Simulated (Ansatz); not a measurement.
## Preparing HfO2 (P2_1/c) as a host crystal

Before any defect goes in: HfO2 (P2_1/c) at rest, and how it screens a charge.

Main program and level: Ansatz 0.2.0; plane-wave PAW DFT, r2SCAN; relaxation of the host's cell and atoms; PAW set soft_1, in the first sound run; inputs show where later runs differ.

**1. The structure**

It takes space group P2_1/c (No. 14, monoclinic). Conventional cell: a = 5.094 Å, b = 5.151 Å, c = 5.276 Å, α = 90.00°, β = 99.56°, γ = 90.00°. Nearest to Hf lie 7 O at 2.03 to 2.24 Å. Nearest to O lie 4 Hf at 2.13 to 2.24 Å. Nearest to O lie 3 Hf at 2.03 to 2.13 Å. Farther neighbours and most contacts between anions are not listed.

**2. Host cell relaxation**

Lattice and positions are set free, within the symmetry that the program keeps.

Contents of cell/input.yaml:

```yaml
crystal:
  lattice:
    - [5.094175, 0.0, 0.0]
    - [0.0, 5.1506447, 0.0]
    - [-0.876169, 0.0, 5.2029535]
  atoms:
    - { symbol: Hf, position: [0.27613578, 0.45806468, 0.70790733] }
    - { symbol: Hf, position: [0.72386422, 0.95806468, 0.79209267] }
    - { symbol: Hf, position: [0.72386422, 0.54193532, 0.29209267] }
    - { symbol: Hf, position: [0.27613578, 0.04193532, 0.20790733] }
    - { symbol: O, position: [0.44799782, 0.74252595, 0.97857799] }
    - { symbol: O, position: [0.55200218, 0.24252595, 0.52142201] }
    - { symbol: O, position: [0.55200218, 0.25747405, 0.02142201] }
    - { symbol: O, position: [0.44799782, 0.75747405, 0.47857799] }
    - { symbol: O, position: [0.06836078, 0.33075888, 0.34625278] }
    - { symbol: O, position: [0.93163922, 0.83075888, 0.15374722] }
    - { symbol: O, position: [0.93163922, 0.66924112, 0.65374722] }
    - { symbol: O, position: [0.06836078, 0.16924112, 0.84625278] }
basis:
  ecutwfc: 500
  xc_grid: 2
hamiltonian:
  xc: r2scan
  pseudopotentials: { kind: paw, azcp: { folder: soft_1 } }
kpoints:
  mp_grid: { grid: [6, 6, 6] }
scf:
  occupations: { method: fixed }
  max_iter: 100
relax:
  f_tol: 0.005
  max_steps: 60
  cell: {}
output:
  forces: true
  stress: true
checkpoint:
  write: "../cell.run"
  compress: false
  write_wavefunctions: false
  write_every: 100000
```

Command:

```bash
> ansatz run input.yaml --threads 32 --pin off --max-ram 56524MiB --backend cuda --events-out ev --progress --plain --runs-dir out --max-vram 78GiB
```

Numbers of over 12 decimals in the logs are rounded to 6 here.

The log of the run:

```text
[... repeated set-up lines and file paths are left out, and long positions are rounded to six places ...]
Engine: ansatz 0.2.0, aarch64-unknown-linux-gnu
Pseudopotentials: kind: paw
Pseudopotential: Hf, paw, valence charge 26, recommended cutoff 500 eV (meta_gga), soft_1/Hf.paw.azcp
Pseudopotential: O, paw, valence charge 6, recommended cutoff 500 eV (meta_gga), soft_1/O.paw.azcp
Functional definition: r2SCAN
  parameter k0 = 0.174
  parameter k1 = 0.065
  parameter a1 = 4.9479
  exchange = r2scan_x(k0 = k0, k1 = k1, a1 = a1)
  correlation = r2scan_c
[...]
Crystal: 12 atoms, lattice volume = 136.517 Å³
Basis set: ecut = 500 eV, 3489 PW (Γ), exchange–correlation on 80×80×80 points (8 copies of the dense FFT grid, shifted against one another)
Bands: 92, of which v1, the nominal top of the filled ones, is band 76 counted from 1 (75 counted from 0)
Symmetry: 4 space group operations
Space group: P21/c (ITA 14), of the structure as read, at distance tolerance 5.1e-5 Å
k-points: 80 of 216
Non-local potential: Hf, projectors of the file, l = 0: 3, l = 1: 2, l = 2: 2, l = 3: 3
Non-local potential: O, projectors of the file, l = 0: 2, l = 1: 2, l = 2: 1
PAW form: soft (Blöchl's): semilocal exchange-correlation on the pseudo side does not see the compensation charge
PAW frozen core: Hf, regenerated for the run's functional (the file was generated under x = pbe(κ = 0.804, μ = 0.219515), c = pbe(β = 0.066725))
PAW frozen core: O, regenerated for the run's functional (the file was generated under x = pbe(κ = 0.804, μ = 0.219515), c = pbe(β = 0.066725))
PAW one-centre angular grid: Hf, 974 points (default); XC on 224 Gauss nodes
PAW one-centre angular grid: O, 302 points (default); XC on 160 Gauss nodes
Initial density: superposition of atomic densities (chi_scale 0.1, normalization cell, long waves kept (reshape's long-wave potential 0.02 eV rms))
Initial wavefunctions: pseudopotential atomic-orbital guess
[...]
Functional: x = r2scan, c = r2scan; τ floored in thin density (d = 2e-4 eV/Å³)
SCF iter   1: F=—  HF=-67509.811983 eV  |F-HF|=—  |Δ(HF+E_count)|=         —  Δρ=8.95e-2  dr2=8.56e0  dr2_τ=6.82e-1  ethr=3.10e-3  ⟨swp⟩=4.6  Hψ=20890  notcnv=0  defer=1068
preconditioner: auto → Resta (q_TF=auto, 2.778 Å⁻¹)  ε∞=4.5  [insulator: Δε(μ)=3.808 eV  Ē_g=20.262 eV  n_scr=48 (ndim 8)  ℏωp=38.1 eV  f_vac=0.007  ε∞_Penn≈4.5]
SCF iter   2: F=—  HF=-67508.844637 eV  |F-HF|=—  |Δ(HF+E_count)|=   9.67e-1  Δρ=4.52e-2  dr2=2.42e0  dr2_τ=1.63e-1  ethr=3.10e-3  ⟨swp⟩=2.1  Hψ=14689  notcnv=0  defer=858
[...]
SCF iter  11: F=-67508.610041 eV  HF=-67508.610041 eV  |F-HF|=3.93e-10  |Δ(HF+E_count)|=   6.67e-8  Δρ=3.16e-6  dr2=9.65e-9  dr2_τ=1.59e-9  ethr=6.58e-11  ⟨swp⟩=4.0  Hψ=25924  notcnv=0
SCF 1 converged in 11 iterations: F = -67508.610041 eV  dr2 = 9.65e-9
  greatest PAW one-centre occupation: 0.999 electrons in one spin orbital (limit 2), on the Hf atom at site 1 (counted from 0), in its partial waves of l = 3
relax step   1: F+E_penalty+E_count = -67508.61004110 eV  Δ(F+E_penalty+E_count) = +0.000e0 eV  max|allowed force component| = 8.328e-2 eV/Å  Δτ_max = 0.0000 Å  P = +3.856 GPa  Ω = 136.517 Å³  (11 SCF iters, dr2 threshold 1.00e-7 eV, accepted)
[... the SCF cycles and remarks between the steps are left out from here to the last step ...]
relax step   2: F+E_penalty+E_count = -67508.63164200 eV  Δ(F+E_penalty+E_count) = -2.160e-2 eV  max|allowed force component| = 2.830e-2 eV/Å  Δτ_max = 0.0036 Å  P = -0.763 GPa  Ω = 138.987 Å³  energy of the carried Pulay correction = -1.564e-3 eV  (7 SCF iters, dr2 threshold 1.20e-6 eV, accepted)
relax step   3: F+E_penalty+E_count = -67508.63301022 eV  Δ(F+E_penalty+E_count) = -1.368e-3 eV  max|allowed force component| = 2.207e-2 eV/Å  Δτ_max = 0.0031 Å  P = -0.063 GPa  Ω = 138.565 Å³  energy of the carried Pulay correction = -1.299e-3 eV  (5 SCF iters, dr2 threshold 1.20e-6 eV, accepted)
relax step   4: F+E_penalty+E_count = -67508.63325558 eV  Δ(F+E_penalty+E_count) = -2.454e-4 eV  max|allowed force component| = 7.352e-3 eV/Å  Δτ_max = 0.0014 Å  P = +0.052 GPa  Ω = 138.513 Å³  energy of the carried Pulay correction = -1.267e-3 eV  (5 SCF iters, dr2 threshold 1.24e-7 eV, accepted)
relax step   5: F+E_penalty+E_count = -67508.63340378 eV  Δ(F+E_penalty+E_count) = -1.482e-4 eV  max|allowed force component| = 6.172e-3 eV/Å  Δτ_max = 0.0054 Å  P = +0.030 GPa  Ω = 138.496 Å³  energy of the carried Pulay correction = -1.256e-3 eV  (6 SCF iters, dr2 threshold 2.52e-8 eV, accepted)
relax step   6: F+E_penalty+E_count = -67508.63358462 eV  Δ(F+E_penalty+E_count) = -1.808e-4 eV  max|allowed force component| = 1.846e-3 eV/Å  Δτ_max = 0.0097 Å  P = -0.003 GPa  Ω = 138.457 Å³  energy of the carried Pulay correction = -1.231e-3 eV  (7 SCF iters, dr2 threshold 8.54e-9 eV, accepted)
[...]
relax step   7: F+E_penalty+E_count = -67508.63475212 eV  Δ(F+E_penalty+E_count) = -1.167e-3 eV  max|allowed force component| = 1.858e-3 eV/Å  Δτ_max = 0.0000 Å  P = -0.010 GPa  Ω = 138.457 Å³  stress off target by 2.40e-2 GPa  SCF on the basis re-selected at this cell (its energy is not comparable with the rows above)  (6 SCF iters)
[...]
k-point 1: bands = ["-49.3737", "-49.3555", "-49.3513", "-49.3509", [... 56 left out ...] "9.4425", "9.6534", "9.9232", "10.0522"]
  k-point 2: bands = ["-49.3697", "-49.3590", "-49.3514", "-49.3513", [... 56 left out ...] "9.1158", "9.7208", "9.9232", "10.0159"]
  [... further k-points left out ...]
--- Relaxed structure (6 steps of the walk, 6 accepted, 1 SCFs on fresh bases) ---
  F+E_penalty+E_count = -67508.63475212 eV   max|allowed force component| = 1.858e-3 eV/Å   (the final SCF, on the basis selected at the relaxed cell)
  cell:  # Å, volume = 138.4568 Å³
    - [5.114725, 0.0, 0.00439096]
    - [0.0, 5.181314, 0.0]
    - [-0.875219, 0.0, 5.223838]
  atoms:
    - { symbol: Hf, position: [0.276177, 0.458173, 0.708261] }
    - { symbol: Hf, position: [0.723823, 0.958173, 0.791739] }
    - { symbol: Hf, position: [0.723823, 0.541827, 0.291739] }
    - { symbol: Hf, position: [0.276177, 0.041827, 0.208261] }
    - { symbol: O, position: [0.447997, 0.742372, 0.978422] }
    - { symbol: O, position: [0.552003, 0.242372, 0.521578] }
    - { symbol: O, position: [0.552003, 0.257628, 0.021578] }
    - { symbol: O, position: [0.447997, 0.757628, 0.478422] }
    - { symbol: O, position: [0.069943, 0.333475, 0.344263] }
    - { symbol: O, position: [0.930057, 0.833475, 0.155737] }
    - { symbol: O, position: [0.930057, 0.666525, 0.655737] }
    - { symbol: O, position: [0.069943, 0.166525, 0.844263] }
```

It took 6.7 s on 1 × NVIDIA GB200 with 32 threads of Arm Neoverse V2, shared host; peak memory 1.1 GiB; 31 s of CPU time.

The steps of the relaxation:

| step | energy less that of the first step (eV) | largest force component (eV/Å) | pressure (GPa) | volume (Å³) |
| --- | --- | --- | --- | --- |
| 1 | 0.0000 | 0.0833 | 3.86 | 136.52 |
| 2 | -0.0216 | 0.0283 | -0.76 | 138.99 |
| 3 | -0.0230 | 0.0221 | -0.06 | 138.56 |
| 4 | -0.0232 | 0.0074 | 0.05 | 138.51 |
| 5 | -0.0234 | 0.0062 | 0.03 | 138.50 |
| 6 | -0.0235 | 0.0018 | 0.00 | 138.46 |
| 7 | -0.0247 | 0.0019 | -0.01 | 138.46 |

The log counts 1 steps on a newly chosen plane-wave basis, not all of them marked here; energy and pressure can jump at such steps.

The run keeps the 4 symmetry operations that it works with, so distortions that break them were not tested.

| cell as run | before | after | change |
| --- | --- | --- | --- |
| a (Å) | 5.094 | 5.115 | +0.4 % |
| b (Å) | 5.151 | 5.181 | +0.6 % |
| c (Å) | 5.276 | 5.297 | +0.4 % |
| β (°) | 99.56 | 99.46 | -0.1 % |
| volume (Å³/atom) | 11.38 | 11.54 | +1.4 % |

The atoms that moved most (Å, as changes of fractional coordinates times the final cell):

| atom | dx | dy | dz | length |
| --- | --- | --- | --- | --- |
| O11 | -0.010 | -0.014 | 0.010 | 0.020 |
| O9 | 0.010 | 0.014 | -0.010 | 0.020 |
| O12 | 0.010 | -0.014 | -0.010 | 0.020 |
| O10 | -0.010 | 0.014 | 0.010 | 0.020 |

Numbers from this step:

- pressure: -0.01023 GPa

The relaxation ends with a largest force component of 0.0019 eV/Å and a pressure of -0.01 GPa.

**3. Dielectric tensors of the host**

The response to a uniform electric field gives the electronic dielectric tensor.

This step: plane-wave PAW DFPT, PBEsol; dielectric tensors, Born charges and zone-centre modes of the host; PAW set soft_1 (Ansatz 0.2.0).

Contents of eps/input.yaml:

```yaml
crystal:
  lattice:
    - [5.1147252449, 0.0, 0.0043909604]
    - [0.0, 5.1813143374, 0.0]
    - [-0.8752188019, 0.0, 5.2238375711]
  atoms:
    - { symbol: Hf, position: [0.2761773384, 0.4581728403, 0.7082614185] }
    - { symbol: Hf, position: [0.7238226616, 0.9581728403, 0.7917385815] }
    - { symbol: Hf, position: [0.7238226616, 0.5418271597, 0.2917385815] }
    - { symbol: Hf, position: [0.2761773384, 0.0418271597, 0.2082614185] }
    - { symbol: O, position: [0.4479969725, 0.7423715742, 0.9784219222] }
    - { symbol: O, position: [0.5520030275, 0.2423715742, 0.5215780778] }
    - { symbol: O, position: [0.5520030275, 0.2576284258, 0.0215780778] }
    - { symbol: O, position: [0.4479969725, 0.7576284258, 0.4784219222] }
    - { symbol: O, position: [0.0699426689, 0.3334753591, 0.3442632163] }
    - { symbol: O, position: [0.9300573311, 0.8334753591, 0.1557367837] }
    - { symbol: O, position: [0.9300573311, 0.6665246409, 0.6557367837] }
    - { symbol: O, position: [0.0699426689, 0.1665246409, 0.8442632163] }
basis:
  ecutwfc: 420
hamiltonian:
  xc: pbesol
  pseudopotentials: { kind: paw, azcp: { folder: soft_1 }, xc_functional: pbe }
kpoints:
  mp_grid: { grid: [5, 5, 5] }
scf:
  occupations: { method: fixed }
  max_iter: 100
phonons:
  method: dfpt
  dielectric: true
  rigid_motions: translations
```

The log of the run:

```text
[...]
Crystal: 12 atoms, lattice volume = 138.457 Å³
Basis set: ecut = 420 eV, 2703 PW (Γ), exchange–correlation on 72×72×72 points (8 copies of the dense FFT grid, shifted against one another)
Bands: 92, of which v1, the nominal top of the filled ones, is band 76 counted from 1 (75 counted from 0)
Symmetry: 4 space group operations
k-points: 63 of 125 (irreducible under 1 space group operation, time reversal used)
[...]
SCF iter   1: F=—  HF=-66907.247310 eV  |F-HF|=—  |Δ(HF+E_count)|=         —  Δρ=9.31e-2  dr2=9.73e0  ethr=3.10e-3  ⟨swp⟩=4.0  Hψ=16602  notcnv=0  defer=739
[...]
SCF iter   2: F=—  HF=-66905.007605 eV  |F-HF|=—  |Δ(HF+E_count)|=    2.24e0  Δρ=4.13e-2  dr2=2.20e0  ethr=3.10e-3  ⟨swp⟩=2.0  Hψ=11534  notcnv=0  defer=739
[...]
SCF iter  14: F=-66904.251193 eV  HF=-66904.251193 eV  |F-HF|=1.46e-11  |Δ(HF+E_count)|=  2.91e-11  Δρ=1.45e-7  dr2=2.06e-11  ethr=1.00e-12  ⟨swp⟩=14.7  Hψ=42076  notcnv=0
SCF 1 converged in 14 iterations: F = -66904.251193 eV  dr2 = 2.06e-11
[...]
the response reads at least the filled bands of the reference SCF and the lowest empty band at each k-point, and that SCF's band table does not vouch for those bands. The notice of the band table in this run's record says why
[...]
NSCF: frozen V_eff on 1 k-points
[...]
concurrent solve slots: 20 of 32 are kept, ahead of what memory takes: no pass of the eigensolver takes more rounds on 20
[...]
DFPT response loops at q = (0, 0, 0) (fractional): preconditioner auto → Resta (q_TF=auto, 2.771 Å⁻¹)  ε∞=3.9 (no band partly filled); β = 1.00, the filter's whole step (`scf.mixing.beta` (0.50) is not read by the response loops at its default; [...]
[...]
SCF 1 converged in 5 iterations: F = -66903.964366 eV  dr2 = 8.75e-8
[...]
SCF converged after 14 iterations
[...]
241.54      1             0.7977
        247.25      1             0.0000
        247.29      1            18.1994
        303.83      1            65.5842
        313.95      1             0.0000
        321.50      1            26.9193
        322.73      1             0.0000
        331.45      1            32.6768
        367.87      1             0.0000
        377.18      1            40.1051
        381.26      1             0.0000
        395.31      1            31.4854
        476.12      1             0.0000
        485.94      1            13.4648
        494.03      1            20.3908
        496.58      1             0.0000
        529.34      1             0.0000
        551.73      1             0.0000
        584.09      1            13.1376
        610.53      1             0.0000
        633.71      1             0.0428
        645.60      1             0.0000
        711.45      1            15.2501
        750.17      1             0.0000
  optical modes at Γ + LO–TO along q̂ = [1.0000, 0.0000, 0.0000]:
      ω (cm⁻¹)  modes    IR ((D/Å)²/amu)
        113.00      1             0.0000
        124.94      1             0.0000
        126.26      1             0.0725
        126.81      1             0.0000
        142.63      1             0.0000
        160.35      1             0.0000
        176.68      1             1.1864
        235.06      1             0.0000
        238.35      1             2.8120
        242.34      1             3.0668
        247.25      1             0.0000
        247.29      1            18.1994
        313.95      1             0.0000
        321.49      1            26.2678
        322.73      1             0.0000
        331.45      1            32.6768
[...]
optical modes at Γ + LO–TO along q̂ = [0.0000, 1.0000, 0.0000]:
      ω (cm⁻¹)  modes    IR ((D/Å)²/amu)
[...]
optical modes at Γ + LO–TO along q̂ = [0.0000, 0.0000, 1.0000]:
      ω (cm⁻¹)  modes    IR ((D/Å)²/amu)
[...]
485.94      1            13.4648
        487.28      1            19.8982
        496.58      1             0.0000
        529.34      1             0.0000
        551.73      1             0.0000
        584.09      1            13.1376
        610.53      1             0.0000
        626.61      1            77.2964
        633.71      1             0.0428
        645.60      1             0.0000
        713.69      1            17.6748
        750.17      1             0.0000
```

Elapsed: 20 s, on 1 × NVIDIA GB200 with 32 threads; peak memory 4.3 GiB; 3.8 min of CPU time.

Electronic dielectric tensor:

```
5.04 0.00 0.14
0.00 5.06 0.00
0.14 0.00 4.74
```

Static dielectric tensor:

```
21.35  0.00  1.58
 0.00 19.46  0.00
 1.58  0.00 15.71
```

The principal values of the electronic dielectric tensor are 4.68, 5.06 and 5.09. The principal values of the static dielectric tensor are 15.30, 19.46 and 21.76.

**4. Primitive cell on a dense mesh**

A dense mesh gives the host's converged energy, against which the supercell's sampling is tested.

This step: plane-wave PAW DFT, r2SCAN; single point of the host's primitive cell on a dense mesh; PAW set soft_1 (Ansatz 0.2.0).

dense/input.yaml, as its differences from eps/input.yaml of step 3:

```diff
@@ -19,14 +19,11 @@
 basis:
-  ecutwfc: 420
+  ecutwfc: 500
+  xc_grid: 2
 hamiltonian:
-  xc: pbesol
-  pseudopotentials: { kind: paw, azcp: { folder: soft_1 }, xc_functional: pbe }
+  xc: r2scan
+  pseudopotentials: { kind: paw, azcp: { folder: soft_1 } }
 kpoints:
-  mp_grid: { grid: [5, 5, 5] }
+  mp_grid: { grid: [6, 6, 6] }
 scf:
-  occupations: { method: fixed }
-  max_iter: 100
-phonons:
-  method: dfpt
-  dielectric: true
-  rigid_motions: translations
+  occupations: { method: fermi_dirac, width: 0.01 }
+  max_iter: 80
```

The log of the run:

```text
[...]
device memory: the entry about to start is reckoned to put 13.0 GiB on a device that reports 173.8 GiB free (of which the cap on the GPU budget leaves the run 78.0 GiB)
GPU FFT provider: cuFFT
GPU libraries: cuBLAS 13.8.1, cuFFT 12.4.0, cuSOLVER 12.3.2
GPU matrix products: emulated (plane waves: as basis.precision tells), large ones in fixed point in workspaces of 1.00 GiB
Crystal: 12 atoms, lattice volume = 138.457 Å³
Basis set: ecut = 500 eV, 3535 PW (Γ), exchange–correlation on 80×80×80 points (8 copies of the dense FFT grid, shifted against one another)
Bands: 88, of which v1, the nominal top of the filled ones, is band 76 counted from 1 (75 counted from 0)
Symmetry: 4 space group operations
[...]
k-points: 80 of 216
[...]
GPU buffer pool allocated for 64000 grid points (all kernels)
GPU transforms: local potential and band sums: pruned to the plane-wave sphere, on 40×40×40
[...]
SCF iter   1: F=—  HF=-67509.801358 eV  |F-HF|=—  |Δ(HF+E_count)|=         —  Δρ=8.88e-2  dr2=8.44e0  dr2_τ=6.45e-1  ethr=3.10e-3  ⟨swp⟩=5.7  Hψ=21906  notcnv=0
[...]
SCF iter  11: F=-67508.634752 eV  HF=-67508.634752 eV  |F-HF|=1.09e-9  |Δ(HF+E_count)|=   7.72e-8  Δρ=2.44e-6  dr2=7.72e-9  dr2_τ=2.63e-10  ethr=9.11e-11  ⟨swp⟩=3.0  Hψ=14066  notcnv=0
SCF 1 converged in 11 iterations: F = -67508.634752 eV  dr2 = 7.72e-9
[...]
SCF converged after 11 iterations
Free energy (F): -67508.634752 eV
[...]
Internal energy: -67508.634752 eV  (E = F + TS)
E sigma→0 (E₀):  -67508.634752 eV
Fermi energy:    14.892710 eV
[...]
```

It took 1.8 s on 1 × NVIDIA GB200 with 32 threads; peak memory 1.1 GiB.

(Continued in part 2 of 2.)

[Logs are printed without paths, hosts, clocks, repeated set-up lines and the standing remarks that a program may print on its own settings, such as how far it seeks lower states.]

[Hosts, paths, dates, database ids (printed as entryN), source tags and the programs' standing remarks are cut or masked in the printed files.]

[Runs of the host that timed out are not shown.]

[For some hosts the program warned that the k-mesh of the response run may be too coarse for force constants and the static dielectric constant; such warnings are not always shown.]
